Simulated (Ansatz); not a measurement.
**Calculated electrostatic potentials at the N nuclei for H8N2O**

Cell: a computed structure from the Materials Project (it need not be an observed phase), atoms as given.

Space group Pnma (No. 62); a = 8.8243, b = 4.4435, c = 8.7588 Å.

```
site  Wyckoff  site symmetry       x       y       z
  H1       4c            .m.  0.8535  0.2500  0.3003
  H2       8d              1  0.8310  0.5503  0.4984
  H3       8d              1  0.5875  0.5654  0.3696
  H4       4c            .m.  0.5685  0.2500  0.5844
  H7       4c            .m.  0.6818  0.2500  0.1711
  H8       4c            .m.  0.0195  0.2500  0.4262
 N33       4c            .m.  0.6364  0.2500  0.0622
 N37       4c            .m.  0.4780  0.2500  0.6576
   O       4c            .m.  0.7931  0.2500  0.3939
```

One atom of each set is listed.

Computed with Ansatz: DFT, PBE, plane waves and PAW, scalar-relativistic, 420 eV cutoff, Γ-centred 3×5×3 k-points, Fermi–Dirac smearing 0.02 eV.

The potential at a nucleus is that of all electrons and the other nuclei. A higher potential binds the core electrons more strongly, so differences between sites of one element are the initial-state part of core-level shifts.

Q: Rank the N sites by the potential at the nucleus, lowest first, and give each against the lowest.
A. N33: 4 H at 1.04–1.09 Å
B. N37: 3 H at 1.02–1.03 Å

A: B (0.00 V), A (1.78 V).

The largest force is 0.3 eV/Å, so the atoms aren't at the calculated equilibrium and relaxing them would move these values.
